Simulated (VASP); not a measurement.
# Cu (Fm-3m) in VASP: further runs

Runs on Cu. Level: PBE. Tasks: single point.

Program: VASP 6.6.1. These are calculated values, not measurements. Logs are shortened: lines on timing, memory, paths and dates and some standing lists are left out, and cuts for length are marked.

**1. The undisturbed crystal**

Symmetry: Fm-3m, No. 225, cubic system. The conventional cell has a = 3.615 Å, b = 3.615 Å, c = 3.615 Å, α = 90.00°, β = 90.00°, γ = 90.00°. Around Cu (site symmetry m-3m) lie 12 Cu at 2.56 Å.

**2. Single point, PBE (a relaxed cell with its volume scaled by 1.03)**

INCAR reads:

```
SYSTEM = Cu
ALGO = Normal
EDIFF = 1E-7
ENCUT = 520
GGA = PE
ISIF = 2
ISMEAR = 0
LASPH = .True.
LCHARG = .False.
LREAL = .False.
LWAVE = .False.
NELM = 100
PREC = Accurate
SIGMA = 0.1
```

KPOINTS reads:

```
k-points
0
Gamma
  12 12 12
  0 0 0
```

POSCAR reads:

```
Cu                                      
1.0
   -0.0000000000      1.8348159867      1.8348159867
    1.8348159867      0.0000000000      1.8348159867
    1.8348159867      1.8348159867     -0.0000000000
  Cu            
     1
Direct
     0.0000000000000000    1.0000000000000000    1.0000000000000000
```

Potentials or basis: VASP PAW PBE potentials, release 64 (Cu).

The run is started by

```
$ cat potpaw_PBE.64/Cu/POTCAR > POTCAR
$ mpirun -np 1 vasp_std > vasp.out
```

OUTCAR:

```text
SYSTEM = Cu
   EDIFF = 1E-7
   ENCUT = 520
   GGA = PE
   ISIF = 2
   ISMEAR = 0
   LASPH = .True.
   LREAL = .False.
   NELM = 100
   PREC = Accurate

 ion  position               nearest neighbor table
   1  0.000  0.000  0.000-

  LATTYP: Found a face centered cubic cell.
 ALAT       =     3.6696319734

  Lattice vectors:

 A1 = (   0.0000000000,   1.8348159867,   1.8348159867)
 A2 = (   1.8348159867,   0.0000000000,   1.8348159867)
 A3 = (   1.8348159867,   1.8348159867,   0.0000000000)

Analysis of symmetry for initial positions (statically):
=====================================================================
 Subroutine PRICEL returns:
 Original cell was already a primitive cell.

 Routine SETGRP: Setting up the symmetry group for a
 face centered cubic supercell.

 Subroutine GETGRP returns: Found 48 space group operations
 (whereof 48 operations were pure point group operations)
 out of a pool of 48 trial point group operations.

The static configuration has the point symmetry O_h .

Analysis of symmetry for dynamics (positions and initial velocities):
=====================================================================
 Subroutine PRICEL returns:
 Original cell was already a primitive cell.

 Routine SETGRP: Setting up the symmetry group for a
 face centered cubic supercell.

 Subroutine GETGRP returns: Found 48 space group operations
 (whereof 48 operations were pure point group operations)
 out of a pool of 48 trial point group operations.

The dynamic configuration has the point symmetry O_h .

 Subroutine INISYM returns: Found 48 space group operations
 (whereof 48 operations are pure point group operations),
 and found     1 'primitive' translations

----------------------------------------------------------------------------------------

                                     Primitive cell

  volume of cell :      12.3540

  direct lattice vectors                    reciprocal lattice vectors
     0.000000000  1.834815987  1.834815987    -0.272506891  0.272506891  0.272506891
     1.834815987  0.000000000  1.834815987     0.272506891 -0.272506891  0.272506891
     1.834815987  1.834815987  0.000000000     0.272506891  0.272506891 -0.272506891

  length of vectors
     2.594821653  2.594821653  2.594821653     0.471995781  0.471995781  0.471995781

  position of ions in fractional coordinates (direct lattice)
     0.000000000  0.000000000  0.000000000

  ion indices of the primitive-cell ions
   primitive index   ion index
                 1           1

----------------------------------------------------------------------------------------

 KPOINTS: k-points

Automatic generation of k-mesh.
 Grid dimensions read from file:
 generate k-points for:   12   12   12

 Generating k-lattice:

  Cartesian coordinates                     Fractional coordinates (reciprocal lattice)
    -0.022708908  0.022708908  0.022708908     0.083333333  0.000000000  0.000000000
     0.022708908 -0.022708908  0.022708908     0.000000000  0.083333333  0.000000000
     0.022708908  0.022708908 -0.022708908     0.000000000  0.000000000  0.083333333

  Length of vectors
     0.039332982  0.039332982  0.039332982

  Shift w.r.t. Gamma in fractional coordinates (k-lattice)
     0.000000000  0.000000000  0.000000000

 Subroutine IBZKPT returns following result:
 ===========================================

 Found     72 irreducible k-points:

 Following reciprocal coordinates:
            Coordinates               Weight
  0.000000  0.000000  0.000000      1.000000
  0.083333  0.000000  0.000000      8.000000
  0.166667  0.000000  0.000000      8.000000
  0.250000  0.000000  0.000000      8.000000
  0.333333  0.000000  0.000000      8.000000
  0.416667  0.000000  0.000000      8.000000
[... 16 lines left out ...]
  0.500000  0.166667  0.000000     24.000000
 -0.416667  0.166667  0.000000     24.000000
 [... further k-points ...]
   k-points           NKPTS =     72   k-points in BZ     NKDIM =     72   number of bands    NBANDS=      9
   number of dos      NEDOS =    301   number of ions     NIONS =      1
   total plane-waves  NPLWV =   8000
   dimension x,y,z NGX =    20 NGY =   20 NGZ =   20
   dimension x,y,z NGXF=    40 NGYF=   40 NGZF=   40
   ions per type =               1
   NGX,Y,Z   is equivalent  to a cutoff of  12.81, 12.81, 12.81 a.u.
   NGXF,Y,Z  is equivalent  to a cutoff of  25.63, 25.63, 25.63 a.u.
 SYSTEM =  Cu
   PREC   = accura    normal or accurate (medium, high low for compatibility)
   ISTART =      0    job   : 0-new  1-cont  2-samecut
   ICHARG =      2    charge: 1-file 2-atom 10-const
   ISPIN  =      1    spin polarized calculation?
   LNONCOLLINEAR =      F non collinear calculations
   LSORBIT =      F    spin-orbit coupling
   LASPH  =      T    aspherical Exc in radial PAW
   ENCUT  =  520.0 eV  38.22 Ry    6.18 a.u.   4.82  4.82  4.82*2*pi/ulx,y,z
   NELM   =    100;   NELMIN=  2; NELMDL= -5     # of ELM steps
   EDIFF  = 0.1E-06   stopping-criterion for ELM
   LREAL  =      F    real-space projection
   EDIFFG = 0.1E-05   stopping-criterion for IOM
   NSW    =      0    number of steps for IOM
   IBRION =     -1    ionic relax: 0-MD 1-quasi-New 2-CG
   NFREE  =      0    steps in history (QN), initial steepest desc. (CG)
   ISIF   =      2    stress and relaxation
   ISYM   =      2    0-nonsym 1-usesym 2-fastsym
   POTIM  = 0.5000    time-step for ionic-motion
   TEBEG  =    0.0;   TEEND  =   0.0 temperature during run
   PSTRESS=    0.0 pullay stress
   NELECT =      11.0000    total number of electrons
   NUPDOWN=      -1.0000    fix difference up-down
   EMIN   =  10.00;   EMAX   =-10.00  energy-range for DOS
   EFERMI =   0.00;   METHOD = LEGACY
   ISMEAR =     0;   SIGMA  =   0.10  broadening in eV -4-tet -1-fermi 0-gaus
   EFERMI_NEDOS =   21; number of points for ismear=-14 and -15
   IALGO  =     38    algorithm
   IMIX   =      4    mixing-type and parameters
     AMIX     =   0.40;   BMIX     =  1.00
     AMIX_MAG =   1.60;   BMIX_MAG =  1.00
  volume/ion in A,a.u.               =      12.35        83.37
  Fermi-wavevector in a.u.,A,eV,Ry     =   1.574961  2.976245 33.749292  2.480503
  Thomas-Fermi vector in A             =   2.676017
   LORBIT       =      0    0 simple, 1 ext, 2 COOP (PROOUT), +10 PAW based schemes
   GGA     = PE    functional components
   LHFCALC =     F    Hartree Fock is set to
   AEXX    =    0.0000 exact exchange contribution
   IVDW    =     0    specifies the selected vdW correction
   LEPSILON=     F    determine dielectric tensor
   LRPA    =     F    only Hartree local field effects (RPA)
 non-spin polarized calculation
 Gauss-broadening in eV      SIGMA  =   0.10
  energy-cutoff  :      520.00
  volume of cell :       12.35
 maximum number of plane-waves:       343
   NGX =  9   NGY =  9   NGZ =  9

 number of electron      10.9999988 magnetization

 Free energy of the ion-electron system (eV)
  ---------------------------------------------------
  ext. energy  EPLUGINS =         0.00000000
  ---------------------------------------------------
  free energy    TOTEN  =        -3.72065034 eV

  energy without entropy =       -3.71914798  energy(sigma->0) =       -3.71989916

 E-fermi :   6.9430     XC(G=0): -12.4677

 val. band max:        6.9356544254   @ k =   0.5000   0.3333   0.1667
 cond. band min:       6.9740637462   @ k =   0.4167   0.4167   0.0000
 fundamental gap:      0.0384093208
 Fermi energy:         6.9429753279

 k-point     1 :       0.0000    0.0000    0.0000
  band No.  band energies     occupation
      1      -1.9738      2.00000
      2       4.1431      2.00000
      3       4.1431      2.00000
      4       4.1431      2.00000
      5       4.9093      2.00000
      6       4.9093      2.00000
      7      29.2730      0.00000
      8      31.5708      0.00000
      9      31.5708      0.00000

 k-point     2 :       0.0833    0.0000    0.0000
  band No.  band energies     occupation
      1      -1.7294      2.00000
      2       4.0948      2.00000
      3       4.1862      2.00000
      4       4.1863      2.00000
      5       4.8934      2.00000
      6       4.8934      2.00000
      7      27.4240      0.00000
      8      29.9925      0.00000
      9      30.8865      0.00000

 k-point     3 :       0.1667    0.0000    0.0000
  band No.  band energies     occupation
      1      -1.0155      2.00000
      2       3.9822      2.00000
      3       4.2724      2.00000
      4       4.2724      2.00000
      5       4.8860      2.00000
      6       4.8860      2.00000
      7      23.2269      0.00000
      8      29.6199      0.00000
      9      29.9182      0.00000

 k-point     4 :       0.2500    0.0000    0.0000
  band No.  band energies     occupation
      1       0.0870      2.00000
      2       3.9123      2.00000
      3       4.2890      2.00000
      4       4.2890      2.00000
      5       4.9876      2.00000
      6       4.9876      2.00000
      7      19.1134      0.00000
      8      29.1010      0.00000
      9      29.1777      0.00000
[... 205 lines left out ...]
 k-point    22 :       0.4167    0.1667    0.0000
  band No.  band energies     occupation
      1       2.1979      2.00000
      2       3.6666      2.00000
      3       4.0710      2.00000
      4       4.4860      2.00000
      5       5.4202      2.00000
      6       6.0648      2.00000
      7      14.8603      0.00000
      8      23.7658      0.00000
      9      24.2250      0.00000

 k-point    23 :       0.5000    0.1667    0.0000
  band No.  band energies     occupation
      1       2.6124      2.00000
      2       3.7788      2.00000
      3       4.2302      2.00000
      4       4.4154      2.00000
      5       5.4577      2.00000
      6       7.5025      0.00000
      7      11.8440      0.00000
      8      22.3540      0.00000
      9      24.6421      0.00000

 k-point    24 :      -0.4167    0.1667    0.0000
  band No.  band energies     occupation
      1       2.6675      2.00000
      2       3.8204      2.00000
      3       4.3152      2.00000
      4       4.3829      2.00000
      5       5.3491      2.00000
      6       8.0260      0.00000
      7      11.1495      0.00000
      8      21.3677      0.00000
      9      25.6366      0.00000

 [... further k-points ...]

------------------------ aborting loop because EDIFF is reached ----------------------------------------

  FORCE on cell =-STRESS in cart. coord.  units (eV):
  Direction    XX          YY          ZZ          XY          YZ          ZX
  --------------------------------------------------------------------------------------
  -------------------------------------------------------------------------------------
  Total       -0.2943242     -0.2943242     -0.2943242      0.0000000      0.0000000      0.0000000
  in kB      -38.1705974    -38.1705974    -38.1705974      0.0000000      0.0000000      0.0000000
  external PRESSURE =     -38.1705974 kB  Pullay stress =       0.0000000 kB

 VOLUME and BASIS-vectors are now :
 -----------------------------------------------------------------------------
  energy-cutoff  :      520.00
  volume of cell :       12.35
      direct lattice vectors                 reciprocal lattice vectors
     0.000000000  1.834815987  1.834815987    -0.272506891  0.272506891  0.272506891
     1.834815987  0.000000000  1.834815987     0.272506891 -0.272506891  0.272506891
     1.834815987  1.834815987  0.000000000     0.272506891  0.272506891 -0.272506891

 POSITION                                       TOTAL-FORCE (eV/Angst)
 -----------------------------------------------------------------------------------
      0.00000      0.00000      0.00000        -0.000000     -0.000000     -0.000000
 -----------------------------------------------------------------------------------
    total drift:                               -0.000000     -0.000000     -0.000000

  FREE ENERGIE OF THE ION-ELECTRON SYSTEM (eV)
  ---------------------------------------------------
  free  energy   TOTEN  =        -3.7206503352 eV

  energy  without entropy=       -3.7191479771  energy(sigma->0) =       -3.71989916
```

It took 20 s on 1 thread of AMD EPYC 7R43 (Zen 3), shared host; peak memory 0.08 GiB.

What came out:

| Item | Value |
| --- | --- |
| Free energy | -3.7207 eV |
| Pressure | -3.8 GPa |
| Band gap on the k mesh | none (metal or under the smearing width) |

Levels at points of the mesh, in eV from the Fermi level:
| k point | band 3 | band 4 | band 5 | band 6 | band 7 | band 8 | band 9 |
| --- | --- | --- | --- | --- | --- | --- | --- |
| (0.00, 0.00, 0.00) | -2.80 | -2.80 | -2.03 | -2.03 | 22.33 | 24.63 | 24.63 |
| (0.50, 0.00, 0.00) | -2.83 | -1.50 | -1.50 | -0.78 | 3.63 | 20.84 | 21.48 |
| (0.50, 0.50, 0.00) | -1.52 | -1.37 | -1.37 | 1.63 | 6.90 | 12.83 | 12.83 |

(Continued in part 2 of 2.)
